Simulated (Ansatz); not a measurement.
TiO2:

```xyz
12
Lattice="-2.9732 3.2874 3.2874 2.9732 -3.2874 3.2874 2.9732 3.2874 -3.2874" Properties=species:S:1:pos:R:3 pbc="T T T"
Ti    1.4866   -1.6437    1.6437
Ti    1.4866    1.6437   -1.6437
Ti    0.0000    1.6437    1.6124
Ti    2.9732    1.6437    1.6750
O     1.4875    1.6437    2.9263
O     1.4857    4.9311   -0.3611
O     0.0000    0.3609    4.9286
O     2.9732   -0.3609    1.6412
O     0.0000    3.6483    1.6462
O     1.4875   -1.6437    3.6485
O     2.9732    2.9264   -1.6412
O     1.4857    1.6437    0.3611
```

The cell is a database's computed one.

Base run:

```yaml
Program: Ansatz 0.2.0
Functional: PBEsol
Potentials_or_basis: Ansatz PAW
Cutoff: "420 eV (not typed: the program's choice for these potentials)"
k_mesh: 6 × 6 × 6
Occupations: fermi-dirac, width 0.05 eV
Spin: no spin polarisation
```

Its results: band gap on the k mesh 1.81 eV; pressure -8.1 GPa; largest force 0.128 eV/Å.

Problem. The run is repeated on the same cell with these changes: functional from PBEsol to BLYP. What comes out?

Solution. Band gap on the k mesh 1.83 eV; pressure 4.0 GPa; largest force 0.033 eV/Å.

BLYP binds less tightly than PBEsol, so the same cell stands under more pressure.

Caveats: the PAW data sets come from PBE, with cores solved anew for the run's functional, which leaves a small shift of forces and pressure.
